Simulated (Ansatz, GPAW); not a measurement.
# TiC: programs and potentials compared

```
Ti C
1.0
     0.00000    2.16572    2.16572
     2.16572    0.00000    2.16572
     2.16572    2.16572    0.00000
Ti C
1 1
Direct
  0.00000 0.00000 0.00000
  0.50000 0.50000 0.50000
```

The cell is a database's computed one, not the measured one.

Alike in all runs: task band structure; functional RPBE; k mesh 11 × 11 × 11; occupations fermi-dirac, width 0.05 eV; no spin polarisation; no spin-orbit coupling. Pressure is positive in compression and, in plane waves, holds the error of the finite cutoff, which Ansatz's Pulay term estimates and takes out.

```tsv
program and potentials	plane-wave cutoff (eV)	notes	pressure (GPa)
Ansatz, Ansatz PAW	420	potentials made for PBE, which Ansatz adapts in part; Pulay term of +0.25 GPa included	4.86
Ansatz, all-electron LAPW, scalar-relativistic	-	-	?
GPAW, the program's PAW data sets (release 1.2.1) made for this functional	800	-	5.61
```

**Question.** Estimate from the other rows what the run with Ansatz, all-electron LAPW, scalar-relativistic gave.

**Answer.** Pressure 4.76 GPa. The other rows, which needn't bracket it: pressure 4.86 to 5.61.
